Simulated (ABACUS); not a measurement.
MgO under changes of volume

One of the cells (9.221 Å³/atom); the others are scaled copies at fixed shape and fractional positions:

```xyz
2
Lattice="0.0000 2.0970 2.0970 2.0970 0.0000 2.0970 2.0970 2.0970 0.0000" Properties=species:S:1:pos:R:3 pbc="T T T"
Mg    0.0000    0.0000    0.0000
O     2.0970    2.0970    2.0970
```

The cell is a database's computed one.

| Property | Result |
| --- | --- |
| Program | ABACUS 3.10.1 |
| Functional | MS2 |
| Potentials or basis | SG15 ONCV 1.2 PBE |
| Cutoff | 1320 eV |
| Density cutoff | 5279 eV |
| Basis | plane waves |
| k mesh | 7 × 7 × 7 |
| Occupations | fermi-dirac, width 0.05 eV |
| Spin | no spin polarisation |

| volume (Å³/atom) | energy over the lowest point (meV/atom) | gap on the mesh (eV) |
| --- | --- | --- |
| 8.668 | 100.07 | 6.75 |
| 8.853 | 71.18 | 6.50 |
| 9.037 | 47.82 | 6.26 |
| 9.221 | 29.45 | 6.04 |
| 9.406 | 15.63 | 5.82 |
| 9.590 | ? | ? |
| 9.775 | 0.00 | 5.41 |

Q: What does the run at 9.590 Å³/atom give?

A: Energy over the lowest point 5.94 meV/atom; gap on the mesh 5.61 eV.

Worked out: A Birch-Murnaghan fit of order 3 (a polynomial in V^(-2/3)) to the other rows has its minimum at 10.01 Å³/atom, just outside them, with B0 = V·E''(V) = 145 GPa and B' = 3.9. It gives 5.93 meV/atom at 9.590 Å³/atom, against the run's 5.94. Pressures are left out, since they don't match the slope of the energies. A straight line through the other rows of the gap, of slope -11.1 eV per unit of ln V (its deformation potential), gives 5.61 eV, against the run's 5.61.

Energies are extrapolated to zero smearing.

Caveats: the potentials were made for another functional, which shifts forces and pressure.
